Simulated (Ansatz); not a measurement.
**Mercury, fcc under PBEsol: from relaxation to bulk modulus**

The plan for mercury in the fcc structure: relax it, solve it on a dense k-mesh, then scale the cell to 7 volumes from 88 to 112 % of the relaxed one and try a fit of the equation of state. Spin polarisation is left out. The k-meshes are 12×12×12 for the relaxation; 20×20×20 for the dense run; 13×13×13 for the volumes.

Computed with Ansatz 0.2.0 (DFT PBEsol, plane waves (420 eV) with PAW, scalar-relativistic; PAW files made under PBE, frozen cores solved again for the functional, unless a step says otherwise).

### Step 1. The system as given

Symmetry: Fm-3m, No. 225, cubic system. Conventional cell: a = 4.519 Å, b = 4.519 Å, c = 4.519 Å, α = 90.00°, β = 90.00°, γ = 90.00°. Hg (site symmetry m-3m) is surrounded by 12 Hg at 3.20 Å.

Coordinates:

```cif
data_structure
_symmetry_space_group_name_H-M 'P 1'
_symmetry_Int_Tables_number 1
_cell_length_a 3.1955
_cell_length_b 3.1955
_cell_length_c 3.1955
_cell_angle_alpha 60.000
_cell_angle_beta 60.000
_cell_angle_gamma 60.000
_cell_volume 23.07
loop_
_atom_site_label
_atom_site_type_symbol
_atom_site_fract_x
_atom_site_fract_y
_atom_site_fract_z
_atom_site_occupancy
Hg1 Hg 0.00000 0.00000 0.00000 1
```

### Step 2. Relaxing cell and atoms

The input, input.yaml:

```yaml
crystal:
  lattice:
    - [0.0, 2.2595506664, 2.2595506664]
    - [2.2595506664, 0.0, 2.2595506664]
    - [2.2595506664, 2.2595506664, 0.0]
  atoms:
    - { symbol: Hg, position: [0.0, 0.0, 0.0] }
hamiltonian:
  xc: pbesol
  pseudopotentials:
    kind: paw
    azcp:
      Hg: "pseudopotentials/Hg.paw.azcp"
basis:
  ecutwfc: 420
  fft_grid_basis: typed
kpoints:
  mp_grid: { grid: [12, 12, 12], shift: [0, 0, 0] }
magnetization:
  spin_polarized: false
scf:
  occupations: { method: fermi_dirac, width: 0.1 }
relax:
  max_steps: 60
  f_tol: 0.01
  cell: {}
```

The run is started by

```console
$ ansatz run input.yaml --threads 2 --pin off --max-ram 5120MiB --backend cpu --events-out ev --progress --plain --runs-dir out
```

After this run come: Dense single point; The cell scaled to 88 % of its volume; The cell scaled to 92 % of its volume; The cell scaled to 96 % of its volume; The cell scaled to 100 % of its volume; The cell scaled to 104 % of its volume; The cell scaled to 108 % of its volume; The cell scaled to 112 % of its volume.

Q: Predict the outcome of this session. Wanted: space group; conventional cell; volume; shortest distance; gap on the mesh; relative to alpha-Hg; V₀, B₀, B₀′.

As calculated:

```
                           quantity                         value
     space group (spins left aside)               Fm-3m (No. 225)
                  conventional cell                   a = 4.539 Å
                             volume                23.373 Å³/atom
                  shortest distance                       3.209 Å
                    gap on the mesh  none (levels filled in part)
relative to alpha-Hg (rhombohedral)                  +19 meV/atom
                        V₀, B₀, B₀′   23.356 Å³/atom, 35 GPa, 8.3
```

The relaxation enlarged the cell by 1.3 % in volume. It lies 19 meV/atom above the element's reference form at the same level (alpha-Hg (rhombohedral), from a run of its own). Levels at the Fermi energy are filled in part, as in a metal. The fitted modulus is 35 GPa. The symmetry was held, so the structure may be unstable against distortions that break it.
